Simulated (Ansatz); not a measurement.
Theory: DFT PBE, scalar-relativistic, plane waves, PAW (Ansatz 0.2.0). All cells share a 420 eV cutoff and Γ-centred k meshes spaced at most about 0.3 Å⁻¹ (about 0.25 or finer for metals, 2π included). No spin polarisation in the final relaxations.

These are static total energies at zero pressure.

Two relaxed structures of InP:

A.

```cif
data_structure
_symmetry_space_group_name_H-M 'P6/mmm'
_symmetry_Int_Tables_number 191
_cell_length_a 2.9530
_cell_length_b 2.9530
_cell_length_c 5.5533
_cell_angle_alpha 90.000
_cell_angle_beta 90.000
_cell_angle_gamma 120.000
_cell_volume 41.94
loop_
_atom_site_label
_atom_site_type_symbol
_atom_site_symmetry_multiplicity
_atom_site_Wyckoff_symbol
_atom_site_fract_x
_atom_site_fract_y
_atom_site_fract_z
_atom_site_occupancy
In1 In 1 a 0.00000 0.00000 0.00000 1
P1 P 1 b 0.00000 0.00000 0.50000 1
```

B.

```cif
data_structure
_symmetry_space_group_name_H-M 'Cmmm'
_symmetry_Int_Tables_number 65
_cell_length_a 3.9066
_cell_length_b 6.0771
_cell_length_c 3.7511
_cell_angle_alpha 90.000
_cell_angle_beta 90.000
_cell_angle_gamma 90.000
_cell_volume 89.06
loop_
_atom_site_label
_atom_site_type_symbol
_atom_site_symmetry_multiplicity
_atom_site_Wyckoff_symbol
_atom_site_fract_x
_atom_site_fract_y
_atom_site_fract_z
_atom_site_occupancy
In1 In 2 c 0.50000 0.00000 0.50000 1
P1 P 2 a 0.00000 0.00000 0.00000 1
```

Problem. Which would you expect to be lower, and how large is the difference?

Solution. B is lower, by 78 meV/atom. A has space group P6/mmm (No. 191), 21.0 Å³/atom and no gap on its mesh; B has space group Cmmm (No. 65), 22.3 Å³/atom and no gap. Counting P atoms around In (those within 1.25 times the shortest such distance or 1.15 times the sum of covalent radii), A has In 2 and B has In 4. Even the lower one lies +0.33 eV/atom against the reference forms of the elements (uncorrected), so neither is stable at this level. Both come from invented guesses. A third cell relaxed alike, in P6_3/mmc, lies 218 meV/atom below the lower of the two. The part of the Crystallography Open Database at hand lists InP in space groups No. 216, 225; no cell shown has one of them.

Weakly bound directions are ill-defined at this level, which has no dispersion term (Cmmm), and this can change margins and order among such cells. Cells relaxed within their symmetry can be saddle points.
